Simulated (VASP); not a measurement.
CdTe: single point with revPBE

**What was measured.**

A printed reference work, data compilation reports, for a bulk crystal of CdTe at 0 K: band gap 1.607 eV.

The system is CdTe.

```
Te Cd
1.0
     0.00000    3.34592    3.34592
     3.34592    0.00000    3.34592
     3.34592    3.34592    0.00000
Te Cd
1 1
Direct
  0.75000 0.75000 0.75000
  0.00000 0.00000 0.00000
```

```yaml
Program: VASP 6.6.1
Task: single point
Functional: revPBE
Potentials_or_basis: VASP PAW PBE potentials, release 64 (Te, Cd)
Cutoff: 520 eV
k_mesh: 7 × 7 × 7
Occupations: fermi-dirac, width 0.05 eV
Spin: no spin polarisation
```

```json
{"Pressure": "0.1 GPa", "Band gap on the k mesh": "0.60 eV, direct"}
```

Levels at points of the mesh, in eV from the valence-band top:
| k point | band 5 | band 6 | band 7 | band 8 | band 9 | band 10 | band 11 | band 12 | band 13 | band 14 |
| --- | --- | --- | --- | --- | --- | --- | --- | --- | --- | --- |
| (0.00, 0.00, 0.00) | -7.82 | -7.82 | 0.00 | 0.00 | 0.00 | 0.60 | 4.70 | 4.70 | 4.70 | 7.53 |

Run time: 32 s on 1 thread of AMD EPYC 7R43 64-Core Processor (Zen 3), on a shared host, peak memory 0.17 GiB.

Measured gap of CdTe: 1.607 eV (0 K; a printed reference work, data compilation). This calculation gives 0.60 eV (-1.01 eV). So large a miss can be the level of theory's own, or it may mean another phase, state or a wrong row. Spin-orbit coupling on Cd, Te is left out. The value is that of revPBE, without temperature or zero-point motion. Semilocal functionals fall short of measured gaps as a rule.

Caveat: the PAW data sets were made with another functional, which shifts forces and pressure a little; spin-orbit coupling is left out, which moves the levels of the heavy elements.
